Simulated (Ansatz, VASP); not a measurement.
# S: VASP beside Ansatz

INCAR

```
SYSTEM = S
PREC     = Accurate       ! precision mode
ENCUT    = 520            ! plane-wave cutoff, eV
EDIFF    = 1E-6           ! SCF threshold, eV
ISMEAR   = 0              ! smearing method
SIGMA    = 0.1            ! smearing width, eV
LREAL    = .FALSE.        ! projectors in reciprocal space
LASPH    = .TRUE.         ! aspherical terms in the spheres
NELM     = 60             ! most SCF steps
ALGO     = Normal         ! electronic algorithm
ISIF     = 2              ! what is computed and relaxed
LWAVE    = .FALSE.        ! write WAVECAR
LCHARG   = .FALSE.        ! write CHGCAR
GGA      = PS             ! functional
NBANDS   = 16             ! bands
```

The input KPOINTS:

```
Automatic mesh
0
G
  6 6 4
  0 0 0
```

POSCAR

```
S
1.0
    3.7034350855      0.0000000000      0.0000000000
   -1.8517175428      3.2072688653      0.0000000000
    0.0000000000      0.0000000000      4.6897718071
S
3
Direct
    0.2486416236      0.0000000000      0.3333333333
    0.0000000000      0.2486416236      0.6666666667
    0.7513583764      0.7513583764      0.0000000000
```

Input for Ansatz:

```yaml
crystal:
  lattice:
    - [3.7034350855, 0.0, 0.0]
    - [-1.8517175428, 3.2072688653, 0.0]
    - [0.0, 0.0, 4.6897718071]
  atoms:
    - { symbol: S, position: [0.2486416236, 0.0, 0.3333333333] }
    - { symbol: S, position: [0.0, 0.2486416236, 0.6666666667] }
    - { symbol: S, position: [0.7513583764, 0.7513583764, 0.0] }
basis:
  ecutwfc: 420
kpoints:
  mp_grid: { grid: [6, 6, 4] }
hamiltonian:
  xc: pbesol
scf:
  occupations: { method: gaussian, width: 0.1 }
output:
  forces: true
  stress: true
  eigenvalues: true
```

Alike in both runs: task single point; functional PBEsol; k mesh 6 × 6 × 4; occupations gaussian, width 0.1 eV; no spin polarisation.

```csv
,VASP,Ansatz
version,VASP 6.6.1,Ansatz 0.2.0
potentials or method,"VASP PAW PBE potentials, release 64 (S)","scalar-relativistic, plane waves, PAW"
plane-wave cutoff (eV),520,420
valence electrons in the cell,18,18
```

```csv
,VASP,Ansatz,Ansatz less VASP
gap on the k mesh at the Fermi level (eV),0.77,0.74,-0.025
least direct gap on the mesh (eV),0.79,0.75,-0.038
pressure (GPa),-3.2,-3.0,+0.14
largest component of the traceless stress (GPa),2.59,2.43,-0.156
rms of the force components (eV/Å),0.694,0.661,-0.0338
```

Atom by atom the forces differ by 0.034 eV/Å (rms over components). The functional is the same, so the differences come from potentials, cutoffs and numerics.

Caveats: the PAW data sets were made with another functional, which shifts forces and pressure a little (VASP). A k mesh can miss the band edges.
